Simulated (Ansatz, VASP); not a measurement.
## Cross-check of BP between VASP and Ansatz

Aim: how closely do two programs agree when they are given the same cell, functional and k mesh?

Main program and level: Ansatz 0.2.0; plane waves, with VASP 6.6.1 beside it; relaxation of cell and atoms at PBE and relaxation of cell and atoms at r2SCAN with rVV10.

## 1. Set-up

The structure is cubic, space group F-43m (No. 216). Conventional cell: a = 4.538 Å, b = 4.538 Å, c = 4.538 Å, α = 90.00°, β = 90.00°, γ = 90.00°. Nearest to B lie 4 P at 1.97 Å. Nearest to P lie 4 B at 1.97 Å. Farther neighbours are not listed.

## 2. VASP: relaxation of cell and atoms, PBE

The relaxed volume is the usual yardstick between codes: its relative difference is about their pressure difference at one cell divided by the bulk modulus.

Lines of VASP's logs that name or quote its potential files are left out, and so is its time.

Input file INCAR:

```
SYSTEM = BP
PREC = Accurate
ENCUT = 520
EDIFF = 1E-06
NELM = 100
ISMEAR = -1
SIGMA = 0.05
LREAL = .FALSE.
ALGO = Normal
GGA = PE
NBANDS = 10
LORBIT = 11
LWAVE = .FALSE.
LCHARG = .FALSE.
KPAR = 2
IBRION = 2
NSW = 60
ISIF = 3
EDIFFG = -0.01
```

Input file POSCAR:

```
BP
1.0
    0.0000000000      2.2690000000      2.2690000000
    2.2690000000      0.0000000000      2.2690000000
    2.2690000000      2.2690000000      0.0000000000
B P
1 1
Direct
    0.0000000000      0.0000000000      0.0000000000
    0.2500000000      0.2500000000      0.2500000000
```

Input file KPOINTS:

```
Automatic mesh
0
Gamma
10 10 10
0 0 0
```

PAW data sets: B and P (PBE family, release 64).

Launch:

```sh
$ mpirun -np 2 vasp_std
```

Numbers of over 12 decimals in the logs are rounded to 6 here.

The program printed:

```text
[banner, memory and clock lines left out]
running    2 mpi-ranks, on    1 nodes
 distrk:  each k-point on    1 cores,    2 groups
 distr:  one band on    1 cores,    1 groups

 POSCAR found type information on POSCAR B P
 POSCAR found :  2 types and       2 ions
 LDA part: xc-table for (Slater+PW92), standard interpolation
 POSCAR, INCAR and KPOINTS ok, starting setup
 FFT: planning ... GRIDC
 FFT: planning ... GRID_SOFT
 FFT: planning ... GRID
 WAVECAR not read
 entering main loop
       N       E                     dE             d eps       ncg     rms          rms(c)
DAV:   1     0.993630102421E+01    0.99363E+01   -0.40213E+03   940   0.717E+02
DAV:   2    -0.130464903521E+02   -0.22983E+02   -0.21692E+02  1308   0.113E+02
DAV:   3    -0.136358994853E+02   -0.58941E+00   -0.58868E+00  1152   0.169E+01
DAV:   4    -0.136380096747E+02   -0.21102E-02   -0.21099E-02  1186   0.117E+00
DAV:   5    -0.136380195578E+02   -0.98832E-05   -0.98823E-05  1136   0.714E-02    0.721E+00
DAV:   6    -0.130285144773E+02    0.60951E+00   -0.14491E+00  1060   0.561E+00    0.390E+00
DAV:   7    -0.129378827199E+02    0.90632E-01   -0.24117E-01  1230   0.262E+00    0.132E+00
DAV:   8    -0.129299597934E+02    0.79229E-02   -0.28390E-02  1076   0.100E+00    0.205E-01
DAV:   9    -0.129302727298E+02   -0.31294E-03   -0.66287E-04  1088   0.188E-01    0.121E-01
DAV:  10    -0.129304706191E+02   -0.19789E-03   -0.28729E-04  1128   0.111E-01    0.294E-02
DAV:  11    -0.129304798972E+02   -0.92781E-05   -0.99467E-06  1228   0.226E-02    0.312E-02
DAV:  12    -0.129304808754E+02   -0.97820E-06   -0.38633E-06  1062   0.107E-02
   1 F= -.12930481E+02 E0= -.12930481E+02  d E =-.129305E+02
 curvature:   0.00 expect dE= 0.000E+00 dE for cont linesearch  0.000E+00
 trial: gam= 0.00000 g(F)=  0.421E-48 g(S)=  0.123E-02 ort = 0.000E+00 (trialstep = 0.100E+01)
 search vector abs. value=  0.123E-02
 bond charge predicted
       N       E                     dE             d eps       ncg     rms          rms(c)
DAV:   1    -0.129314413270E+02   -0.96143E-03   -0.24928E-02  1060   0.102E+00    0.191E-01
DAV:   2    -0.129308387650E+02    0.60256E-03   -0.12659E-03  1048   0.189E-01    0.105E-01
DAV:   3    -0.129306706884E+02    0.16808E-03   -0.34612E-04  1072   0.901E-02    0.287E-02
DAV:   4    -0.129306556816E+02    0.15007E-04   -0.14000E-05  1116   0.232E-02    0.226E-02
DAV:   5    -0.129306514965E+02    0.41852E-05   -0.35288E-06  1072   0.114E-02    0.115E-02
DAV:   6    -0.129306510556E+02    0.44081E-06   -0.11817E-07   504   0.241E-03
   2 F= -.12930651E+02 E0= -.12930651E+02  d E =-.170180E-03
 trial-energy change:   -0.000170  1 .order   -0.000177   -0.001227    0.000873
 step:   0.5795(harm=  0.5845)  dis= 0.00000  next Energy=   -12.930835 (dE=-0.354E-03)
 bond charge predicted
       N       E                     dE             d eps       ncg     rms          rms(c)
DAV:   1    -0.129309709472E+02   -0.31945E-03   -0.44140E-03  1062   0.431E-01    0.820E-02
DAV:   2    -0.129308641682E+02    0.10678E-03   -0.22351E-04  1056   0.797E-02    0.451E-02
DAV:   3    -0.129308364641E+02    0.27704E-04   -0.61734E-05  1060   0.380E-02    0.121E-02
DAV:   4    -0.129308352414E+02    0.12228E-05   -0.24123E-06   938   0.969E-03    0.927E-03
DAV:   5    -0.129308355787E+02   -0.33736E-06   -0.63709E-07   490   0.513E-03
   3 F= -.12930836E+02 E0= -.12930836E+02  d E =-.354703E-03
 curvature:  -0.29 expect dE=-0.309E-07 dE for cont linesearch -0.309E-07
 trial: gam=-0.00919 g(F)=  0.162E-48 g(S)=  0.106E-06 ort = 0.114E-04 (trialstep = 0.916E+00)
 search vector abs. value=  0.109E-09
 reached required accuracy - stopping structural energy minimisation
```

OUTCAR, selected parts (step 2):

```text
ion  position               nearest neighbor table
   1  0.000  0.000  0.000-   2 1.97   2 1.97   2 1.97   2 1.97
   2  0.250  0.250  0.250-   1 1.97   1 1.97   1 1.97   1 1.97

  LATTYP: Found a face centered cubic cell.
 ALAT       =     4.5380000000

 Subroutine GETGRP returns: Found 24 space group operations
 (whereof 24 operations were pure point group operations)

The static configuration has the point symmetry T_d .

 Found     47 irreducible k-points:

   k-points           NKPTS =     47   k-points in BZ     NKDIM =     47   number of bands    NBANDS=     10

   dimension x,y,z NGX =    24 NGY =   24 NGZ =   24
   dimension x,y,z NGXF=    48 NGYF=   48 NGZF=   48

   ENCUT  =  520.0 eV  38.22 Ry    6.18 a.u.   5.97  5.97  5.97*2*pi/ulx,y,z

   NELECT =       8.0000    total number of electrons

 k-points in reciprocal lattice and weights: Automatic mesh
   0.00000000  0.00000000  0.00000000       0.001
   0.10000000  0.00000000  0.00000000       0.008
   0.20000000  0.00000000  0.00000000       0.008
   0.30000000  0.00000000  0.00000000       0.008
   0.40000000  0.00000000  0.00000000       0.008
   0.50000000  0.00000000  0.00000000       0.004
   0.10000000  0.10000000  0.00000000       0.006
   0.20000000  0.10000000  0.00000000       0.024
   0.30000000  0.10000000  0.00000000       0.024
[...]
-0.30000000  0.40000000  0.20000000       0.024
  -0.30000000  0.50000000  0.20000000       0.012

 average (electrostatic) potential at core
       1 -24.8695       2 -81.3424

 E-fermi :   7.9733

 k-point     1 :       0.0000    0.0000    0.0000
  band No.  band energies     occupation
      1      -8.0434      2.00000
      2       7.3684      1.99999
      3       7.3684      1.99999
      4       7.3684      1.99999
      5      10.7611      0.00000
      6      10.7611      0.00000
      7      10.7611      0.00000
      8      14.6597      0.00000
      9      18.8448      0.00000
    ...

 k-point     2 :       0.1000    0.0000    0.0000
  band No.  band energies     occupation
      1      -7.8641      2.00000
      2       6.0702      2.00000
      3       7.0750      2.00000
      4       7.0750      2.00000
      5      11.1673      0.00000
      6      11.1673      0.00000
      7      11.1923      0.00000
      8      15.1865      0.00000
      9      18.8011      0.00000
    ...

 k-point     3 :       0.2000    0.0000    0.0000
  band No.  band energies     occupation
      1      -7.3329      2.00000
      2       3.7367      2.00000
      3       6.5182      2.00000
      4       6.5182      2.00000
      5      11.3803      0.00000
      6      11.8849      0.00000
      7      11.8849      0.00000
      8      16.3753      0.00000
      9      18.2023      0.00000
    ...

  Total        0.0012083      0.0012083      0.0012083     -0.0000000     -0.0000000      0.0000000
  in kB        0.0824101      0.0824101      0.0824101     -0.0000000     -0.0000000      0.0000000
  external PRESSURE =       0.0824101 kB  Pullay stress =       0.0000000 kB

  energy-cutoff  :      520.00
  volume of cell :       23.49
      direct lattice vectors                 reciprocal lattice vectors
     0.000000000  2.273130303  2.273130303    -0.219960994  0.219960994  0.219960994
     2.273130303  0.000000000  2.273130303     0.219960994 -0.219960994  0.219960994
     2.273130303  2.273130303 -0.000000000     0.219960994  0.219960994 -0.219960994

 POSITION                                       TOTAL-FORCE (eV/Angst)
 -----------------------------------------------------------------------------------
      0.00000      0.00000      0.00000        -0.000000     -0.000000     -0.000000
      1.13657      1.13657      1.13657         0.000000      0.000000      0.000000
 -----------------------------------------------------------------------------------
    total drift:                                0.000000      0.000000      0.000000

  FREE ENERGIE OF THE ION-ELECTRON SYSTEM (eV)
  ---------------------------------------------------
  free  energy   TOTEN  =       -12.9308355787 eV

  energy  without entropy=      -12.9308355316  energy(sigma->0) =      -12.93083556

 reached required accuracy - stopping structural energy minimisation

 total charge
# of ion       s       p       d       tot
------------------------------------------
    1        0.666   1.268   0.000   1.934
    2        0.992   1.573   0.000   2.566
--------------------------------------------------
tot          1.659   2.841   0.000   4.500

[... 3 further parts left out ...]
```

CONTCAR:

```
BP
   1.00000000000000
     0.0000000000000000    2.2731303028775827    2.2731303028775827
     2.2731303028775827    0.0000000000000000    2.2731303028775827
     2.2731303028775827    2.2731303028775827   -0.0000000000000000
  B               P
     1     1
Direct
     0.0000000000000000    0.0000000000000000    0.0000000000000000
     0.2500000000000000    0.2500000000000000    0.2500000000000000
```

## 3. Ansatz: relaxation of cell and atoms, PBE

Ansatz runs on its default PAW (the set named soft_2) files.

The same cell, functional, mesh and smearing now go to Ansatz, which takes its cutoff from its data sets.

Input file input.yaml:

```yaml
crystal:
  lattice:
    - [0.0, 2.269, 2.269]
    - [2.269, 0.0, 2.269]
    - [2.269, 2.269, 0.0]
  atoms:
    - { symbol: B, position: [0.0, 0.0, 0.0] }
    - { symbol: P, position: [0.25, 0.25, 0.25] }
hamiltonian:
  xc: pbe
  pseudopotentials: { kind: paw }
kpoints:
  mp_grid: { grid: [10, 10, 10] }
scf:
  occupations: { method: fermi_dirac, width: 0.05 }
relax:
  f_tol: 0.01
  max_steps: 60
  cell: { stress_tol: 0.05 }
output:
  forces: true
  stress: true
  write_density: true
  write_potential: true
  elf: true
  volumetric_format: npy
```

Launch:

```sh
$ ansatz run input.yaml --threads 4 --pin off --max-ram 9216MiB --backend cpu --events-out ev --progress --plain --runs-dir out
```

The program printed:

```text
Engine: ansatz 0.2.0, x86_64-unknown-linux-gnu
Pseudopotentials: kind: paw
Pseudopotential: B, paw, valence charge 3, recommended cutoff 420 eV (normal), B.paw.azcp
Pseudopotential: P, paw, valence charge 5, recommended cutoff 420 eV (normal), P.paw.azcp
Functional definition: PBE
  parameter kappa = 0.804
  parameter beta = 0.066725
  exchange = pbe_x(kappa = kappa, mu = beta*pi^2/3)
  correlation = pbe_c(beta = beta)
Crystal: 2 atoms, lattice volume = 23.363 Å³
Basis set: ecut = 420 eV, 459 PW (Γ), exchange–correlation on 48×48×48 points (8 copies of the dense FFT grid, shifted against one another)
Bands: 8, of which v1, the nominal top of the filled ones, is band 4 counted from 1 (3 counted from 0)
Symmetry: 24 space group operations
Space group: F-43m (ITA 216), of the structure as read, at distance tolerance 2.9e-5 Å
k-points: 47 of 1000 (time reversal used)
Non-local potential: B, projectors of the file, l = 0: 2, l = 1: 2, l = 2: 1
Non-local potential: P, projectors of the file, l = 0: 2, l = 1: 2, l = 2: 2
PAW form: soft (Blöchl's): semilocal exchange-correlation on the pseudo side does not see the compensation charge
PAW one-centre angular grid: B, 110 points (default); XC on 64 Gauss nodes
PAW one-centre angular grid: P, 110 points (default); XC on 64 Gauss nodes
Initial density: superposition of atomic densities (neutral atoms: chi_scale 0, normalization atom), corrected by the library's trained network
Initial wavefunctions: pseudopotential atomic-orbital guess
Functional: x = pbe(κ = 0.804, μ = 0.219515), c = pbe(β = 0.066725)
SCF iter   1: F=—  HF=-912.446330 eV  |F-HF|=—  |Δ(HF+E_count)|=         —  Δρ=1.58e-3  dr2=5.17e-4  ethr=1.77e-3  ⟨swp⟩=6.0  Hψ=3475  notcnv=0
preconditioner: auto → none  [insulator: Δε(μ)=1.239 eV  Ē_g=12.799 eV  σ=0.050 eV  W_gap=1.00  n_scr=0 (ndim 8)  ℏωp=21.7 eV  f_vac=0.000  D(μ)=0.00/eV (n_scr^D=0)  ε∞_Penn≈3.9]
SCF iter   2: F=—  HF=-912.446466 eV  |F-HF|=—  |Δ(HF+E_count)|=   1.36e-4  Δρ=8.77e-4  dr2=1.77e-4  ethr=6.46e-6  ⟨swp⟩=2.3  Hψ=927  notcnv=0
SCF iter   3: F=—  HF=-912.446431 eV  |F-HF|=—  |Δ(HF+E_count)|=   3.50e-5  Δρ=4.10e-4  dr2=1.86e-5  ethr=2.21e-6  ⟨swp⟩=2.0  Hψ=532  notcnv=0
SCF iter   4: F=—  HF=-912.446455 eV  |F-HF|=—  |Δ(HF+E_count)|=   2.32e-5  Δρ=1.33e-4  dr2=5.14e-6  ethr=2.32e-7  ⟨swp⟩=2.0  Hψ=567  notcnv=0
SCF iter   5: F=—  HF=-912.446453 eV  |F-HF|=—  |Δ(HF+E_count)|=   1.27e-6  Δρ=3.83e-5  dr2=4.32e-7  ethr=6.43e-8  ⟨swp⟩=2.0  Hψ=527  notcnv=0
SCF iter   6: F=-912.446453 eV  HF=-912.446453 eV  |F-HF|=2.74e-8  |Δ(HF+E_count)|=   1.10e-7  Δρ=1.13e-5  dr2=3.81e-8  ethr=1.25e-9  ⟨swp⟩=8.0  Hψ=1833  notcnv=0
SCF 1 converged in 6 iterations: F = -912.446453 eV  dr2 = 3.81e-8
  greatest PAW one-centre occupation: 0.774 electrons in one spin orbital (limit 2), on the P atom at site 1 (counted from 0), in its partial waves of l = 0
relax step   1: F+E_penalty+E_count = -912.44645324 eV  Δ(F+E_penalty+E_count) = +0.000e0 eV  max|allowed force component| = 3.978e-16 eV/Å  Δτ_max = 0.0000 Å  P = +1.132 GPa  Ω = 23.363 Å³  (6 SCF iters, dr2 threshold 1.00e-7 eV, accepted)
[...]
relax step   2: F+E_penalty+E_count = -912.44683209 eV  Δ(F+E_penalty+E_count) = -3.788e-4 eV  max|allowed force component| = 1.156e-16 eV/Å  Δτ_max = 0.0000 Å  P = +0.501 GPa  Ω = 23.452 Å³  energy of the carried Pulay correction = -7.241e-5 eV  (4 SCF iters, dr2 threshold 2.00e-7 eV, accepted)
[...]
relax step   3: F+E_penalty+E_count = -912.44688650 eV  Δ(F+E_penalty+E_count) = -5.441e-5 eV  max|allowed force component| = 4.395e-17 eV/Å  Δτ_max = 0.0000 Å  P = +0.006 GPa  Ω = 23.523 Å³  energy of the carried Pulay correction = -1.300e-4 eV  (4 SCF iters, dr2 threshold 2.00e-7 eV, accepted)
[...]
relax step   4: F+E_penalty+E_count = -912.44700691 eV  Δ(F+E_penalty+E_count) = -1.204e-4 eV  max|allowed force component| = 5.667e-17 eV/Å  Δτ_max = 0.0000 Å  P = +0.013 GPa  Ω = 23.523 Å³  stress off target by 1.35e-2 GPa  SCF on the basis re-selected at this cell (its energy is not comparable with the rows above)  (4 SCF iters)
basis re-selected at this cell: Δ(F+E_penalty+E_count) = -1.204e-4 eV, ΔP = +0.007 GPa vs the last step (what re-selecting the basis moved, of the pressure what is left beyond the Pulay correction that the steps carried, after the strain that the cell walked since its last selection, with what the two solves' SCF thresholds leave and, on support functions, any second-order correction that the steps lacked; it is no m [...]
SCF converged after 4 iterations
Free energy (F): -912.447007 eV
Harris-Foulkes:  -912.447007 eV  (|F-HF|=1.93e-12)
Internal energy: -912.447007 eV  (E = F + TS)
E sigma→0 (E₀):  -912.447007 eV
Entropy (-TS):   -0.000000 eV (-0.000 meV/atom)
Fermi energy:    9.779500 eV
--- Per-component energies (eV) ---
  E_band       = 21.651110
  E_kinetic    = 121.358626
  E_local      = -68.390820  (includes V_loc(G=0)·N_el)
  E_nonlocal   = 44.982517
  E_hartree    = 17.138276
  E_xc         = -94.745152
  E_vxc        = -100.383027  (∫ρ·V_xc dr)
  E_paw        = -647.945679  (= ΣΔE_a)
  E_vpaw       = -10.192722  (= ΣTr[D̂ρ^β])
  E_aug_tail   = 0.000000  (compensation charges beyond the density's cutoff)
  E_ewald      = -284.844775
  E_smearing   = -0.000000  (= −TS)
  E_closure    = 0.000000  (closes the sum)
  Σ components = -912.447007   (vs F -912.447007, Δ=0.00e0)
--- Forces (eV/Å), atoms counted from 1 ---
  atom   1  B      0.00000000     0.00000000    -0.00000000
  atom   2  P     -0.00000000    -0.00000000    -0.00000000
  max |Σ_I F_I| component: 1.27e-16 eV/Å
--- Stress (GPa, compression-positive) ---
        0.013472      -0.000000      -0.000000
       -0.000000       0.013472       0.000000
       -0.000000       0.000000       0.013472
  P = ⅓ Tr σ = 0.0135 GPa (0.135 kbar)
--- Band table (eV; the first three rows and the last of 47) ---
  k-point 0: bands = ["-6.2246", "9.1716", "9.1716", "9.1716", "12.5657", "12.5657", "12.5657", "16.4399"]
  k-point 1: bands = ["-6.0455", "7.8764", "8.8792", "8.8792", "12.9698", "12.9698", "12.9919", "16.9684"]
  k-point 2: bands = ["-5.5153", "5.5459", "8.3237", "8.3237", "13.1745", "13.6841", "13.6841", "18.1606"]
  k-point 46: bands = ["-1.1668", "1.0761", "3.6828", "3.8529", "13.7737", "14.5628", "17.3584", "17.8015"]
--- Relaxed structure (3 steps of the walk, 3 accepted, 1 SCFs on fresh bases) ---
  F+E_penalty+E_count = -912.44700691 eV   max|allowed force component| = 5.667e-17 eV/Å   (the final SCF, on the basis selected at the relaxed cell)
  cell:  # Å, volume = 23.5228 Å³
    - [0, 2.274152, 2.274152]
    - [2.274152, 0, 2.274152]
    - [2.274152, 2.274152, 0]
  atoms:
    - { symbol: B, position: [0, 0, 0] }
    - { symbol: P, position: [0.25, 0.25, 0.25] }
```

The job ended after 1.8 s (4 threads of Intel Xeon Platinum 8259CL at 2.50GHz (Skylake/Cascade Lake), shared host; peak memory 0.42 GiB; 5.6 s of CPU time).

## 4. Side by side

Known differences besides the potentials themselves: both relaxations stop at a tolerance, which leaves soft axes loose, and VASP keeps its plane-wave basis; the cutoff is 420 eV in Ansatz and 520 eV in VASP; VASP leaves aspherical gradient terms in its spheres out (LASPH is not set), Ansatz keeps them; Ansatz adds a Pulay correction to the stress that steers its cell, VASP none. Total energies have different zeros and are not compared.

Compared:

```
                                         quantity  Ansatz   VASP  difference
                                      volume (Å³)   23.52  23.49     +0.13 %
edge a after relaxation, in the typed setting (Å)   3.216  3.215     +0.04 %
```

The walks stopped with 0.01 GPa left in Ansatz and 0.01 GPa in VASP; each walk ends within a tolerance, so the volume difference is uncertain by about these residues over the bulk modulus, most in soft cells.

(Continued in part 2 of 2.)

[Lines on the potential files, build, host, timing and source positions are cut from VASP's logs without a mark.]

[Logs are printed without paths, hosts, clocks, repeated set-up lines and the standing remarks that a program may print on its own settings, such as how far it seeks lower states.]

[Hosts, paths, dates, database ids (printed as entryN), source tags and the programs' standing remarks are cut or masked in the printed files.]
